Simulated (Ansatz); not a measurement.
## Rb (fcc)

Method: HSE06, scalar-relativistic; no spin polarisation; PAW, 420 eV, Γ-centred 6×6×6 mesh, 0.05 eV Gaussian smearing; code Ansatz. The datasets are Ansatz's generated set soft_2.

```xyz
1
Lattice="0.0000 3.6141 3.6141 3.6141 0.0000 3.6141 3.6141 3.6141 0.0000" Properties=species:S:1:pos:R:3 pbc="T T T"
Rb    0.0000    0.0000    0.0000
```

At room temperature and ambient pressure Rb is bcc.

The volume is at zero pressure for this level.

Path: Γ–X–U | K–Γ–L–W–X, with Γ = (0.000, 0.000, 0.000), X = (0.500, 0.000, 0.500), U = (0.625, 0.250, 0.625), K = (0.375, 0.375, 0.750), L = (0.500, 0.500, 0.500), W = (0.500, 0.250, 0.750) in reciprocal vectors of the calculation's cell.

Task: Is it a metal or an insulator, and if it has a gap, where are the band edges on this path?

Result: A metal: bands cross the Fermi level.

Bands as a text map, energy in eV from the Fermi level (dashes), each leg drawn with the same width:
```
  2.86 |  *                * *    
  2.57 |           *   *          
  2.29 |   ***    *         *   **
  2.00 |      **  *           **  
  1.71 |    ******      *    *****
  1.43 |                    ***   
  1.14 |      ****          *  *  
  0.86 |    **           ***    **
  0.57 |                  *       
  0.29 |          *      *        
  0.00 |---*----------------------
 -0.29 |                          
 -0.57 |                *         
 -0.86 |           *              
 -1.14 |  *                       
 -1.43 |               *          
 -1.71 | *          *             
 -2.00 |*            **           
 -2.29 |                          
 -2.57 |                          
 -2.86 |                          
 -3.14 |                          
 -3.43 |                          
 -3.71 |                          
 -4.00 |                          
 -4.29 |                          
 -4.57 |                          
 -4.86 |                          
        Γ   X   UK   Γ   L   W   X
```

With 9 valence electrons in the calculation's cell and no magnetic order, the bands, two electrons each, can't all be full or empty: band theory demands a metal.

For a metal under a hybrid functional this mesh is coarse.
